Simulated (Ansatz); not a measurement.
**Ansatz 0.2.0, single run: Be2C**

The command:

```bash
ansatz run input.yaml --threads 1 --pin off --max-ram 2560MiB --backend cpu --events-out ev --progress --plain --runs-dir out
```

input.yaml:

```yaml
crystal:
  lattice:
    - [0.0, 2.164077, 2.164077]
    - [2.164077, 0.0, 2.164077]
    - [2.164077, 2.164077, 0.0]
  atoms:
    - { symbol: Be, position: [0.25, 0.25, 0.25] }
    - { symbol: Be, position: [0.75, 0.75, 0.75] }
    - { symbol: C, position: [0.0, 0.0, 0.0] }
  symmetry: { tolerance: 0.0003 }
kpoints:
  mp_grid: { grid: [7, 7, 7], shift: [0, 0, 0] }
magnetization:
  spin_polarized: false
scf:
  occupations: { method: fermi_dirac }
  mixing: { algorithm: msr1, beta: 0.7 }
hamiltonian:
  pseudopotentials: { kind: paw }
  xc: pbe
  dispersion: d4
basis:
  ecutwfc: 420
output:
  forces: true
  stress: true
  eigenvalues: true
  write_density: true
  write_potential: true
  elf: true
  volumetric_format: npy
```

Origin of the cell: a database entry, scaled a little.

The smearing width isn't typed, so it takes its default of 0.1 eV.

Output (shortened):

```
Pseudopotentials: kind: paw
Pseudopotential: Be, paw, valence charge 2, recommended cutoff 420 eV (normal), Be.paw.azcp
Pseudopotential: C, paw, valence charge 4, recommended cutoff 420 eV (normal), C.paw.azcp
Functional definition: PBE
  exchange = pbe_x(kappa = kappa, mu = beta*pi^2/3)
  correlation = pbe_c(beta = beta)
Crystal: 3 atoms, lattice volume = 20.270 Å³
Basis set: ecut = 420 eV, 411 PW (Γ), exchange–correlation on 48×48×48 points (8 copies of the dense FFT grid, shifted against one another)
Bands: 8, of which v1, the nominal top of the filled ones, is band 4 counted from 1 (3 counted from 0)
Symmetry: 48 space group operations
Space group: Fm-3m (ITA 225), of the structure as read, at distance tolerance 8.2e-4 Å
k-points: 20 of 343
[… 4 lines left out …]
Initial density: superposition of atomic densities (neutral atoms: chi_scale 0, normalization atom), corrected by the library's trained network
Functional: x = pbe(κ = 0.804, μ = 0.219515), c = pbe(β = 0.066725)
SCF iter   1: F=—  HF=-437.655212 eV  Δρ=6.50e-4  dr2=1.47e-5
SCF iter   2: F=—  HF=-437.655433 eV  Δρ=2.27e-4  dr2=4.27e-6
SCF iter   3: F=—  HF=-437.655404 eV  Δρ=1.96e-4  dr2=8.54e-6
SCF iter   4: F=-437.655401 eV  HF=-437.655401 eV  Δρ=1.70e-5  dr2=5.56e-8
SCF iter   5: F=-437.655401 eV  HF=-437.655401 eV  Δρ=4.51e-6  dr2=4.14e-9
SCF iter   6: F=-437.655401 eV  HF=-437.655401 eV  Δρ=8.25e-7  dr2=1.36e-10
SCF 1 converged in 6 iterations: F = -437.655401 eV  dr2 = 1.36e-10
SCF converged after 6 iterations
Free energy (F): -437.655401 eV
Harris-Foulkes:  -437.655401 eV  (|F-HF|=8.98e-11)
Internal energy: -437.655365 eV  (E = F + TS)
E sigma→0 (E₀):  -437.655383 eV
Entropy (-TS):   -0.000036 eV (-0.012 meV/atom)
Fermi energy:    10.265449 eV
--- Per-component energies (eV) ---
  E_band       = 25.266650
  E_kinetic    = 135.333799
  E_local      = -87.333996  (includes V_loc(G=0)·N_el)
  E_nonlocal   = 35.295971
  E_hartree    = 27.457475
  E_xc         = -89.310294
  E_vxc        = -103.456140  (∫ρ·V_xc dr)
  E_paw        = -218.378774  (= ΣΔE_a)
  E_vpaw       = -9.488045  (= ΣTr[D̂ρ^β])
  E_aug_tail   = 0.000007  (compensation charges beyond the density's cutoff)
  E_ewald      = -240.234804
  E_disp       = -0.484749  (pairwise vdW)
  E_smearing   = -0.000036  (= −TS)
  Σ components = -437.655401   (vs F -437.655401, Δ=0.00e0)
--- Forces (eV/Å), atoms counted from 1 ---
  atom   1  Be    -0.000000     0.000000     0.000000
  atom   2  Be     0.000000    -0.000000    -0.000000
  atom   3  C     -0.000000    -0.000000     0.000000
  max |Σ_I F_I| component: 3.70e-17 eV/Å
--- Stress (GPa, compression-positive) ---
       -3.720785      -0.000000       0.000000
        0.000000      -3.720785      -0.000000
        0.000000      -0.000000      -3.720785
  P = ⅓ Tr σ = -3.7208 GPa (-37.208 kbar)
```

Time: 1 s on 1 thread of AMD EPYC 9R45 96-Core Processor (Zen 5), on a shared host, peak memory 0.29 GiB, from the program's own first density.
